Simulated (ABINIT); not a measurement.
The system is CuAu.

```
Au Cu
1.0
     2.81075    0.00000    0.00000
     0.00000    2.81075    0.00000
     0.00000    0.00000    3.68500
Au Cu
1 1
Cartesian
  0.0000 0.0000 0.0000
  1.4054 1.4054 1.8425
```

Base run:

- Program: ABINIT 10.8.3 (patched build)
- Functional: AM05
- Potentials or basis: JTH PAW PBE v2.0
- Cutoff: 844 eV
- k mesh: 9 × 9 × 7
- Occupations: fermi-dirac, width 0.05 eV
- Spin: no spin polarisation

Its results: band gap on the k mesh none (metal or under the smearing width); pressure -4.3 GPa.

Q: The run is repeated on the same cell with these changes: functional from AM05 to BLYP. What comes out?

A: Band gap on the k mesh none (metal or under the smearing width); pressure 14.8 GPa.

BLYP binds less tightly than AM05, so the same cell stands under more pressure.

Caveats: the PAW data sets were made with another functional, which shifts forces and pressure a little.

Not every run made on this cell is shown here.
